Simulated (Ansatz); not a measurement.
SiNi3 in Ansatz: the effect of functional

The system is SiNi3.

```xyz
4
Lattice="3.5182 0.0000 0.0000 0.0000 3.5182 0.0000 0.0000 0.0000 3.5182" Properties=species:S:1:pos:R:3 pbc="T T T"
Ni    1.7591    1.7591    0.0000
Ni    1.7591    0.0000    1.7591
Ni    0.0000    1.7591    1.7591
Si    0.0000    0.0000    0.0000
```

The cell isn't the ideal one: volume scaled by 0.98.

Alike in all runs:

```yaml
Program: Ansatz 0.2.0
Task: single point
Potentials_or_basis: Ansatz PAW
k_mesh: 8 × 8 × 8
Occupations: fermi-dirac, width 0.05 eV
Spin: collinear spin, ferromagnetic start
Starting_moments: "[1.0, 1.0, 1.0, 0.0] μB"
```

```csv
functional,cutoff,pressure (GPa),moment (μB)
LDA,420 eV (not typed: the program's choice for these potentials),-16.8,0.00
PBEsol,420 eV (not typed: the program's choice for these potentials),?,?
r2SCAN,500 eV (not typed: the program's choice for these potentials),-9.9,0.16
```

Task: What does the run with functional PBEsol give?

Result: Pressure -10.5 GPa; moment 0.00 μB.

Caveats: the PAW data sets come from PBE, with cores solved anew for the run's functional, which leaves a small shift of forces and pressure; the starting moments weren't kept; the magnetic or orbital state may not be the lowest (some runs).

Runs at the PBE level aren't shown here.
